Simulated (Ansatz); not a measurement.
## Computed against measured: atomisation enthalpy at 298 K

6 molecules with oxygen; the atomisation enthalpy at 298 K in kJ/mol, computed less measured. Shapes, held fixed at every level: PBE0-D4/def2-TZVP. Flexible molecules stand in one conformer, not always the lowest. Thermal terms are harmonic and unscaled (PBE0-D4/def2-TZVP); the spin-orbit lowering of the free atoms is taken from their spectra. Programs: Ansatz 0.2.0. Measured values: Active Thermochemical Tables, CRC Handbook of Chemistry and Physics, NIST-JANAF tables.

Levels: A = HF/def2-TZVPP; B = wB97M-V/def2-TZVPP; C = MP2/def2-SVP; D = CCSD/def2-TZVPP.

```csv
molecule,from tabulated heats,A,B,C,D
SO2 (sulfur dioxide),1072,-640,-11,-160,-137
CH3O (hydroxymethyl radical),1636,-505,+3,-85,-71
C2H4O2 (SMILES CC(=O)O),3236,-1008,+6,-93,-157
C2H4O2 (methyl formate),3162,-1002,+7,-91,-154
C4H7NO (SMILES CC1=NCCO1),5246,-1596,+13,-183,-255
C5H8O2 (delta-valerolactone),6206,-1795,+18,-156,-276
```

Task: Which level does best on this set, which worst, and which err to one side?

Result: 
```
             level                    kind  mean error  mean absolute error  worst case
     HF/def2-TZVPP            Hartree–Fock     -1091.0               1091.0      C5H8O2
wB97M-V/def2-TZVPP  range-separated hybrid        +6.0                  9.7      C5H8O2
      MP2/def2-SVP     perturbation theory      -128.0                128.0      C4H7NO
   CCSD/def2-TZVPP   coupled cluster or CI      -175.0                175.0      C5H8O2
```

On this set wB97M-V/def2-TZVPP has the smallest mean absolute error and HF/def2-TZVPP the largest. HF/def2-TZVPP is too low in 6 of 6; wB97M-V/def2-TZVPP is too high in 5 of 6; MP2/def2-SVP is too low in 6 of 6; CCSD/def2-TZVPP is too low in 6 of 6. For HF/def2-TZVPP and CCSD/def2-TZVPP the error grows with the size of the molecule. Hartree–Fock lacks correlation and underbinds. Correlated wave functions converge slowly with the basis. CCSD also lacks the triples, which bind further. Open shells run unrestricted. The set is small.
